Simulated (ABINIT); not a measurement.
A run of ABINIT 10.8.3 (patched build):

run.abi

```
ndtset 7
getwfk -1
scalecart1 3*0.9795861087
scalecart2 3*0.9864848297
scalecart3 3*0.9932883884
scalecart4 3*1.0000000000
scalecart5 3*1.0066227096
scalecart6 3*1.0131594038
scalecart7 3*1.0196128224

pp_dirpath "./"
pseudos "Cd.GGA_PBE-JTH.xml, S.GGA_PBE-JTH.xml"

acell 4.1245538547 4.1245538547 4.1245538547 Angstrom
rprim
     0.0000000000     0.7071067812     0.7071067812
     0.7071067812     0.0000000000     0.7071067812
     0.7071067812     0.7071067812     0.0000000000
ntypat 2
znucl 48 16
natom 2
typat 1 2
xred
     0.0000000000     0.0000000000     0.0000000000
     0.7500000000     0.7500000000     0.7500000000

ecut 544.227725 eV
pawecutdg 40.0

kptopt 1
ngkpt 8 8 8
nshiftk 1
shiftk 0.0 0.0 0.0

ixc 11
vdw_xc 7

nband 13
occopt 3
tsmear 0.05 eV

nstep 100
tolvrs 1.0e-9

iomode 3
prtwf 1
prtden 0
prteig 0
prtebands 0
enunit 1
```

Potentials or basis: JTH PAW PBE v2.0.

Launch:

```console
$ abinit run.abi > log 2>&1
```

Hardware: 1 thread of Arm Neoverse V2 (shared host).

**Question.** How long does it take, and how much memory?

**Answer.** Run time: 110 s on 1 thread of Arm Neoverse V2, with other jobs on the host, peak memory 0.16 GiB. Counts: scf iterations 83, mpi ranks 1, k points 29, bands 13, plane waves 1365.
